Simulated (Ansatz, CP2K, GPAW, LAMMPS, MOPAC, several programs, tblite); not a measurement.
**What cheap methods get right for LiF**

How much accuracy does each second buy? LiF is computed with 12 methods, from the cheapest up to r2SCAN.

Program: LAMMPS, MOPAC, tblite, CP2K, GPAW, Ansatz (versions at each run). Level of theory: no spin polarisation, static lattice; gaps from single points on the cell relaxed beforehand with r²SCAN. These are calculated values, not measurements.

1 further run of the same task is left out (set aside as unsound or not needed).

### 1 The system as given

The structure is hexagonal, space group P6_3/mmc (No. 194). Conventional cell: a = 3.280 Å, b = 3.280 Å, c = 4.000 Å, α = 90.00°, β = 90.00°, γ = 120.00°. Li (site symmetry -6m2) is surrounded by 5 F at 1.89 to 2.00 Å. F (site symmetry -6m2) is surrounded by 5 Li at 1.89 to 2.00 Å.

Coordinates:

```
Li F
1.0
     3.28008    0.00000    0.00000
    -1.64004    2.84063    0.00000
     0.00000    0.00000    3.99960
Li F
2 2
Direct
  0.33333 0.66667 0.25000
  0.66667 0.33333 0.75000
  0.66667 0.33333 0.25000
  0.33333 0.66667 0.75000
```

The structure type (flat hexagonal layers, h-BN or h-MgO type) is imposed and need not be the compound's stable one.

**Question.** The methods are ffield.eim, PM6, PM7, GFN1-xTB (tblite), GFN2-xTB (tblite), PBE/DZVP, PBE/single-zeta, PBE/SZV, coarse PBE, GLLB-SC, PBE, r2SCAN. What gap does r2SCAN give on this cell, and which other methods (full PBE left aside) come nearest to r2SCAN and farthest in gap, volume and bulk modulus?

```
                                               quantity                                                value
                                                 r2SCAN                 gap 8.53 eV, 9.32 Å³/atom, B₀ 63 GPa
         gap: nearest and farthest of the other methods  coarse PBE (-0.56 eV), GFN1-xTB (tblite) (-7.02 eV)
      volume: nearest and farthest of the other methods              PBE/DZVP (+7.2 %), ffield.eim (-13.0 %)
bulk modulus: nearest and farthest of the other methods                 PBE/DZVP (-9 %), ffield.eim (+622 %)
```

**Reading.** For the gap, of the 9 methods compared (full PBE left aside), coarse PBE comes nearest to r2SCAN and GFN1-xTB (tblite) is farthest. Among the 3 methods compared for the volume (full PBE left aside), PBE/DZVP is nearest to r2SCAN and ffield.eim farthest. For the bulk modulus, of the 3 methods compared (full PBE left aside), PBE/DZVP comes nearest to r2SCAN and ffield.eim is farthest. A minimal basis or a coarse cutoff and mesh shifts results by its own error, so closeness to r2SCAN can be chance. Cluster runs see only the k-points that fold onto the zone centre, so their gaps can miss the band edges. GLLB-SC is compared with its derivative discontinuity added. No volume is given for PM6, PM7, GFN2-xTB (tblite), PBE/single-zeta, PBE/SZV, coarse PBE, which can hide a larger miss. CPU times run from 0.12 s (ffield.eim) to 63 s (PBE/DZVP). On this cell GFN2-xTB (tblite), PBE/DZVP, PBE/single-zeta, PBE/SZV, GLLB-SC cost more than r2SCAN itself (6.4 s), so they are no saving here. r2SCAN is a yardstick, not the truth: it usually gives gaps below the measured ones.
